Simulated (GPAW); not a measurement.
Runs of GPAW 26.7.0 on SiC. Symmetry: P6_3mc, No. 186, hexagonal system. The conventional cell has a = 3.076 Å, b = 3.076 Å, c = 10.071 Å, α = 90.00°, β = 90.00°, γ = 120.00°. Si (site symmetry 3m) is surrounded by 4 C at 1.88 to 1.89 Å. Si (site symmetry 3m) has 4 C at 1.88 to 1.89 Å as nearest neighbours. C (site symmetry 3m) has 4 Si at 1.88 to 1.89 Å as nearest neighbours. C (site symmetry 3m) has 4 Si at 1.88 to 1.89 Å as nearest neighbours. The cell is a database's computed one.

```csv
task,level,potentials or basis,cell,optimizer,fmax,max steps,target pressure,band path,gap on the mesh (eV),pressure (GPa),largest force (eV/Å)
relaxation of cell and atoms,SCAN+D4,"GPAW PAW data sets (gpaw-data 1.2.1), pw",relaxed to -1 GPa,BFGS,0.01 eV/Å,60,-1 GPa,-,2.58,-1.0,0.01
band structure,PBEsol,"PAW data sets generated in the run's folder for this functional, pw",as given,-,-,-,-,"GMKGALHA,LM,KH",2.11,1.7,-
band structure,revPBE,"the program's PAW data sets (release 1.2.1) made for this functional, pw",as given,-,-,-,-,"GMKGALHA,LM,KH",2.22,7.7,-
band structure,C09-vdW,"GPAW PAW data sets (gpaw-data 1.2.1), pw",as given,-,-,-,-,"GMKGALHA,LM,KH",(b),-,0.01
band structure,optPBE-vdW,"GPAW PAW data sets (gpaw-data 1.2.1), pw",as given,-,-,-,-,"GMKGALHA,LM,KH",(a),-,0.01
```

Alike in all rows: no spin polarisation; k mesh 6 × 6 × 2; cutoff (eV) 800; smearing fermi-dirac 0.05 eV.

Question: Fill in the values left out.

Answer: (a) 2.38; (b) 2.19.

Caveats: the PAW data sets were made with another functional, which shifts forces and pressure a little (some runs); later steps reuse the first step's grids (some runs).

A k mesh can miss the band edges.

Runs at the PBE level aren't shown here.
